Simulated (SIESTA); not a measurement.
HfN:

```xyz
2
Lattice="0.0000 2.2560 2.2560 2.2560 0.0000 2.2560 2.2560 2.2560 0.0000" Properties=species:S:1:pos:R:3 pbc="T T T"
Hf    0.0000    0.0000    0.0000
N     2.2560    2.2560    2.2560
```

Base run:

* Program: SIESTA 5.4.2
* Functional: PBE
* Potentials or basis: PseudoDojo 0.4 stringent (PBE files)
* Basis: DZP (energy shift 0.003 Ry; two zetas on semicore shells)
* Grid cutoff: 800 Ry
* Energy shift: 0.003 Ry
* k mesh: 10 × 10 × 10
* Occupations: fermi-dirac, width 0.05 eV
* Spin: no spin polarisation

Its results: band gap on the k mesh none (metal or under the smearing width); pressure 6.7 GPa.

Q: The run is repeated on the same cell with these changes: potentials or basis from PseudoDojo 0.4 stringent (PBE files) to SG15 1.2 (PBE files) or PseudoDojo by element. What comes out?

A: Band gap on the k mesh none (metal or under the smearing width); pressure 4.5 GPa.

Caveats: the basis of atomic orbitals isn't converged, which shifts pressures, moduli and gaps.
